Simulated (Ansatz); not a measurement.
## Guessed and relaxed cells of B

A trial structure of B was built thus: close-packed layers stacked ABABACB (P-3m1, No. 164) (elements of the layers in order: B B B B B B B). Lengths were set from tabulated atomic sizes, so they are only a guess.

POSCAR.start

```
B
1.0
     2.47413    0.00000    0.00000
    -1.23706    2.14266    0.00000
     0.00000    0.00000    9.66516
B
7
Direct
  0.33333 0.66667 0.78571
  0.66667 0.33333 0.92857
  0.33333 0.66667 0.07143
  0.66667 0.33333 0.21429
  0.33333 0.66667 0.35714
  0.00000 0.00000 0.50000
  0.66667 0.33333 0.64286
```

Theory: DFT PBE, scalar-relativistic, plane waves, PAW in Ansatz 0.2.0. Cutoff 420 eV, Gaussian smearing, Γ-centred meshes. Cell and atoms relax first on a coarse mesh and then on a finer one. In between, the cell is made exact in the group found at 0.06 Å. In metals the finer mesh still leaves noise of several meV/atom or more. The steps can't lower the symmetry of their start. No spin polarisation.

POSCAR.end

```
B
1.0
     2.35116    0.00000    0.00000
    -1.17558    2.03617    0.00000
     0.00000    0.00000    9.49364
B
7
Direct
  0.33333 0.66667 0.78068
  0.66667 0.33333 0.92416
  0.33333 0.66667 0.07584
  0.66667 0.33333 0.21932
  0.33333 0.66667 0.36179
  0.00000 0.00000 0.50000
  0.66667 0.33333 0.63821
```

The symmetry stays P-3m1 (No. 164). The volume per atom shrinks by 11.3 %, from 7.3 to 6.5 Å³. The shortest distance goes from 1.99 Å (B–B) to 1.89 Å (B–B).

```
Volume per atom                            : 6.49 Å³
Density                                    : 2.76 g/cm³
Energy over the standard state             : +1.34 eV/atom
Gap on the 18×18×4 mesh of the 7-atom cell : 0 eV (a metal)
```

Energies count from the standard state of B at the same level. So it is a metastable form at best.

The last run used Gaussian smearing of 0.10 eV. A structure relaxed within its symmetry needn't be a true minimum. In all, the 4 runs took 48 s on 1 thread of Intel(R) Xeon(R) 6975P-C (Granite Rapids), on a shared host. Another cell of B relaxed alike, in P-3m1, lies 0.73 eV/atom lower, so this cell isn't the stable form at this level.
